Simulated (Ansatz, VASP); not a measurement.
**Two plane-wave programs on Mg**

```
Mg
1.0
     0.00000    3.24598    3.24598
     3.24598    0.00000    3.24598
     3.24598    3.24598    0.00000
Mg
2
Direct
  0.12500 0.12500 0.12500
  0.87500 0.87500 0.87500
```

Alike in both runs: task single point; functional PBEsol; k mesh 9 × 9 × 9; occupations fermi-dirac, width 0.1 eV; no spin polarisation.

|  | VASP | Ansatz |
| --- | --- | --- |
| version | VASP 6.6.1 | Ansatz 0.2.0 |
| potentials or method | VASP PAW PBE potentials, release 64 (Mg) | plane waves (420 eV) with PAW, scalar-relativistic |
| plane-wave cutoff (eV) | 520 | 420 |
| valence electrons in the cell | 4 | 20 |

|  | VASP | Ansatz | Ansatz less VASP |
| --- | --- | --- | --- |
| pressure (GPa) | 2.0 | 2.0 | -0.02 |

The two sets of potentials don't hold the same shells in valence. Ansatz warned: «pseudo_functional_mismatch».

Caveats: the PAW data sets were made with another functional, which shifts forces and pressure a little (VASP).
